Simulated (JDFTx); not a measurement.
Crystal: MoS2.

```
Mo S
1.0
     1.58000    0.91221    6.15000
    -1.58000    0.91221    6.15000
     0.00000   -1.82443    6.15000
Mo S
1 2
Cartesian
  0.0000 0.0000 0.0000
  0.0000 0.0000 7.6936
  0.0000 0.0000 4.6125
```

Measurements of this composition are mostly on another form, of space group No. 194.

Base run:

| Item | Value |
| --- | --- |
| Program | JDFTx 1.7.0 (patched build) |
| Functional | PBE |
| Potentials or basis | PseudoDojo-SR-PBE-0.5-standard with smoothed tails |
| Cutoff | 1088 eV |
| Density cutoff | 8708 eV |
| k mesh | 6 × 6 × 6 |
| Occupations | fermi-dirac, width 0.05 eV |
| Spin | no spin polarisation |
| Hubbard terms | Mo d U = 6 eV |

Its results: band gap on the k mesh 0.97 eV, indirect (least direct gap 1.82 eV); pressure -1.8 GPa; largest force 0.268 eV/Å.

The run is repeated on the same cell with these changes: hubbard terms from Mo d U = 6 eV to none; hubbard projectors from atomic pseudo-orbitals, not orthogonalised to none. What comes out?

Band gap on the k mesh 0.93 eV, indirect (least direct gap 1.71 eV); pressure 5.4 GPa; largest force 0.537 eV/Å.

Caveats: the empty levels aren't tightly converged.

A k mesh can miss the band edges.
